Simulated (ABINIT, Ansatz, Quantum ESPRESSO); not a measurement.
**CuO: 3 runs at one level of theory**

```
Cu O
1.0
     3.28802    0.00000    0.00000
    -1.64401    2.84751    0.00000
     0.00000    0.00000    5.38502
Cu O
2 2
Direct
  0.67936 0.34198 0.00029
  0.32089 0.66061 0.49451
  0.65832 0.34545 0.62957
  0.34802 0.67373 0.13199
```

The cell comes from a database or a generator and needn't be the stable form of this composition.

Atoms were shifted at random by some hundredths of an Å from the given cell, which wasn't relaxed again for these runs.

Alike in all runs: task single point; functional PBE; k mesh 9 × 9 × 5; occupations fermi-dirac, width 0.05 eV; no spin polarisation; no spin-orbit coupling. Pressure is positive in compression and, in plane waves, holds the error of the finite cutoff, which Ansatz's Pulay term estimates and takes out.

```csv
program and potentials,plane-wave cutoff (eV),notes,pressure (GPa),largest force (eV/Å),energy over the undisturbed cell (meV/atom)
"Ansatz, Ansatz PAW (earlier soft set)",420,12.5 valence electrons an atom on average; Pulay term of +0.36 GPa included,-9.02,0.208,1.30
"ABINIT, JTH PAW PBE v2.0",707,12.5 valence electrons an atom on average,-9.33,0.207,1.21
"Quantum ESPRESSO, SSSP 1.3 efficiency PBE",748,8.5 valence electrons an atom on average,?,?,?
```

Task: Estimate from the other rows what the run with Quantum ESPRESSO, SSSP 1.3 efficiency PBE gave.

Result: Pressure -9.34 GPa; largest force 0.211 eV/Å; energy over the undisturbed cell 1.33 meV/atom. The other rows, which needn't bracket it: pressure -9.33 to -9.02; largest force 0.207 to 0.208; energy over the undisturbed cell 1.21 to 1.30.
